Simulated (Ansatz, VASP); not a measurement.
# I: VASP beside Ansatz

Contents of INCAR:

```
SYSTEM = I
PREC = Accurate
ENCUT = 520
EDIFF = 1E-6
ISMEAR = -1
SIGMA = 0.05
LREAL = .False.
LASPH = .True.
NELM = 100
ALGO = Normal
ISIF = 2
LWAVE = .False.
LCHARG = .False.
GGA = PE
NBANDS = 14
```

Contents of KPOINTS:

```
Automatic mesh
0
Gamma
  15 15 8
  0 0 0
```

POSCAR

```
I
1.0
    4.3110455008      0.0000000000      0.0000000000
   -2.1555227504      3.7334749205      0.0000000000
    0.0000000000      0.0000000000      4.9152061429
I
2
Direct
    0.3333333333      0.6666666667      0.2500000000
    0.6666666667      0.3333333333      0.7500000000
```

Input for Ansatz:

```yaml
crystal:
  lattice:
    - [4.3110455008, 0.0, 0.0]
    - [-2.1555227504, 3.7334749205, 0.0]
    - [0.0, 0.0, 4.9152061429]
  atoms:
    - { symbol: I, position: [0.3333333333, 0.6666666667, 0.25] }
    - { symbol: I, position: [0.6666666667, 0.3333333333, 0.75] }
kpoints:
  mp_grid: { grid: [15, 15, 8] }
scf:
  occupations: { method: fermi_dirac, width: 0.05 }
hamiltonian:
  xc: pbe
  pseudopotentials: { kind: all_electron, lapw: { basis_error: 0.001 } }
output:
  forces: true
  stress: true
  eigenvalues: true
```

Change from the starting cell: volume scaled by 1.02.

Alike in both runs: task single point; functional PBE; k mesh 15 × 15 × 8; occupations fermi-dirac, width 0.05 eV; no spin polarisation.

```csv
,VASP,Ansatz
version,VASP 6.6.1,Ansatz 0.2.0
potentials or method,"VASP PAW PBE potentials, release 64 (I)","all-electron LAPW, scalar-relativistic"
plane-wave cutoff (eV),520,see its input
```

Ansatz gave:

| Property | Result |
| --- | --- |
| pressure (GPa) | -0.4 |
| largest component of the traceless stress (GPa) | 0.20 |

Task: Which values does VASP return?

Result: Pressure (GPa): -0.4; largest component of the traceless stress (GPa): 0.22.

Ansatz ran all-electron here, so the differences hold the error of VASP's frozen core and of both bases.

The runs have no spin-orbit coupling, so splittings on I are missing.
